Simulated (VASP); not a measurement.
# A VASP 6.6.1 single-point calculation on SrO

INCAR

```
EDIFF = 1E-7
TIME = 4
IBRION = -1
NSW = 0
ALGO = Damped
ISMEAR = -1
LASPH = .TRUE.
GGA = PE
LCHARG = .FALSE.
ISIF = 2
NBANDS = 15
LREAL = .FALSE.
SIGMA = 0.02
NELM = 65
LWAVE = .FALSE.
ENCUT = 520
PREC = Accurate
```

KPOINTS

```
KPOINTS created by Atomic Simulation Environment
0
Gamma
8 8 8
0 0 0
```

POSCAR

```
Sr O
 1.0000000000000000
     0.0573094069000000    2.5856038861999999    2.5856038861999999
     2.5856038861999999    0.0573094069000000    2.5856038861999999
     2.5856038861999999    2.5856038861999999    0.0573094069000000
 Sr  O
   1   1
Cartesian
  0.0000000000000000  0.0000000000000000  0.0000000000000000
  2.6142585896499999  2.6142585896499999  2.6142585896499999
```

The recommended PBE PAW datasets give the neutral cell 16 valence electrons.

Command

```
mpirun -np 1 vasp_std
```

OSZICAR

```
N       E                     dE             d eps       ncg     rms           ort
DAV:   1     0.114442164329E+03    0.11444E+03   -0.90848E+03   975   0.109E+03
DAV:   2    -0.356141124383E+01   -0.11800E+03   -0.10471E+03   975   0.272E+02
DAV:   3    -0.132448216460E+02   -0.96834E+01   -0.92603E+01   975   0.772E+01
DAV:   4    -0.141169487878E+02   -0.87213E+00   -0.84869E+00   975   0.234E+01
DAV:   5    -0.142112055661E+02   -0.94257E-01   -0.92756E-01   975   0.720E+00
SDA:   6    -0.696113039587E+01    0.72501E+01   -0.92663E+02   975   0.232E+02   0.000E+00
DMP:   7     0.222840873910E+03    0.22980E+03   -0.14723E+04   975   0.359E+03  -0.515E+02
DMP:   8     0.481093083828E+03    0.25825E+03   -0.27332E+04   975   0.665E+03  -0.107E+03
DMP:   9     0.511203827848E+03    0.30111E+02   -0.33544E+04   975   0.818E+03  -0.122E+03
DMP:  10     0.592394191518E+03    0.81190E+02   -0.40713E+04   975   0.992E+03  -0.149E+03
...
DMP:  57     0.294645422095E+03    0.58220E+02   -0.72674E+03   975   0.164E+03  -0.101E+03
DMP:  58     0.232164398852E+03   -0.62481E+02   -0.29181E+03   975   0.654E+02  -0.441E+02
DMP:  59     0.295259102407E+03    0.63095E+02   -0.73866E+03   975   0.167E+03  -0.101E+03
DMP:  60     0.236152800715E+03   -0.59106E+02   -0.31776E+03   975   0.714E+02  -0.469E+02
DMP:  61     0.299990938844E+03    0.63838E+02   -0.78238E+03   975   0.178E+03  -0.102E+03
DMP:  62     0.236712636845E+03   -0.63278E+02   -0.31641E+03   975   0.710E+02  -0.474E+02
DMP:  63     0.305105520929E+03    0.68393E+02   -0.81583E+03   975   0.186E+03  -0.104E+03
DMP:  64     0.236525409556E+03   -0.68580E+02   -0.31322E+03   975   0.702E+02  -0.474E+02
DMP:  65     0.306831556744E+03    0.70306E+02   -0.81335E+03   975   0.185E+03  -0.105E+03
   1 F= 0.30683156E+03 E0= 0.30683156E+03  d E =0.000000E+00
```

Standard output (part)

```
POSCAR found type information on POSCAR SrO
 POSCAR found :  2 types and       2 ions
 LDA part: xc-table for (Slater+PW92), standard interpolation
 POSCAR, INCAR and KPOINTS ok, starting setup
 WAVECAR not read
 entering main loop
 final diagonalization occupied
|     The electronic self-consistency was not achieved in the given           |
|     number of steps (NELM). The forces and other quantities evaluated       |
|     might not be reliable so examine the results carefully. If you find     |
|     spurious results, we suggest increasing NELM, if you were close to      |
|     convergence or switching to a different ALGO or adjusting the           |
|     density mixing parameters otherwise.                                    |
```

It didn't converge.

The fault: damping step far too long.

The run took about 72 s on one core of a shared host (Intel Xeon Platinum 8488C) and held 0.21 GiB at most.
